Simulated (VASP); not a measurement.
# Settings for Zr: energy along a vibration (SMASS = -2)

Zr, Im-3m (no. 229), atoms displaced along the mode, 2 atoms in the cell. LDA, energy along a line of displacements; PAW potentials Zr_sv (LDA set). VASP 6.6.1.

Wanted: harmonic frequency within 1 %.

Space group without the displacement: Im-3m (no. 229); Mode: mode at H.

POSCAR:
```
Zr
1.0
    3.6200000000      0.0000000000      0.0000000000
    0.0000000000      3.6200000000      0.0000000000
    0.0000000000      0.0000000000      3.6200000000
Zr
2
Direct
   -0.0110497238      0.0000000000      0.0000000000
    0.5110497238      0.5000000000      0.5000000000

    0.0100000000   0.0000000000   0.0000000000
   -0.0100000000   0.0000000000   0.0000000000
```

The series start from k mesh: 5 × 5 × 5; Cutoff (eV): 300; Step along the mode (Å): 0.02; Smearing width (eV): 0.15. Each series keeps the choices made before it, and each single choice may use up half of a tolerance.

## k mesh

| k mesh | Harmonic frequency (THz) | Time (s) |
|---|---|---|
| 2 × 2 × 2 | -9.076 | 9.9 |
| 3 × 3 × 3 | 6.413 | 13 |
| 4 × 4 × 4 | -1.93 | 21 |
| 5 × 5 × 5 | 4.024 | 33 |
| 7 × 7 × 7 | 4.001 | 86 |
| 8 × 8 × 8 | 4.543 | 119 |
| 11 × 11 × 11 (reference) | 4.7 | 304 |

Chosen: 11 × 11 × 11; the next looser run is off by more than half of the tolerance, so convergence isn't shown beyond this value.

## Cutoff (eV)

| Cutoff (eV) | Harmonic frequency (THz) | Time (s) |
|---|---|---|
| 170 | 4.908 | 106 |
| 200 | 4.951 | 247 |
| 230 | 4.693 | 240 |
| 270 | 4.697 | 314 |
| 300 | 4.7 | 304 |
| 350 (reference) | 4.671 | 469 |

Chosen: 350; the next looser run is off by more than half of the tolerance, so convergence isn't shown beyond this value.

## Smearing width (eV)

| Smearing width (eV) | Harmonic frequency (THz) | Time (s) |
|---|---|---|
| 0.4 | 4.403 | 356 |
| 0.3 | 4.456 | 430 |
| 0.2 | 4.572 | 328 |
| 0.15 | 4.671 | 469 |
| 0.1 (reference) | 4.759 | 336 |

Chosen: 0.1; the next looser run is off by more than half of the tolerance, so convergence isn't shown beyond this value.

## All choices together

| Input | Harmonic frequency (THz) | Time (s) |
|---|---|---|
| defaults on a coarse mesh (naive) | 6.44 | 2.6 |
| chosen settings | 4.759 | 336 |
| reference settings throughout | 4.77 | 368 |

The chosen settings stay within the tolerance of the reference run, but the reference itself isn't shown to be converged in: k mesh, Cutoff (eV), Smearing width (eV).

## The input

INCAR:
```
SYSTEM = Zr
GGA = CA
PREC = Accurate
ENCUT = 350
EDIFF = 1E-7
ALGO = Normal
LREAL = .False.
LASPH = .True.
ISMEAR = 1
SIGMA = 0.1
ISYM = 0
LWAVE = .False.
LCHARG = .False.
IBRION = 0
SMASS = -2
POTIM = 1
NSW = 9
NELMIN = 4
IWAVPR = 11
KPAR = 2
```

KPOINTS:
```
Automatic mesh
0
Gamma
  11 11 11
  0 0 0
```

Commands:
```
cat potpaw_LDA.64/Zr_sv/POTCAR > POTCAR
mpirun -np 2 vasp_std > vasp.out
```

The chosen input took VASP 6.6.1 336 s on 2 cores (Intel Xeon Platinum 8259CL @ 2.50GHz (Skylake/Cascade Lake)), a shared host.
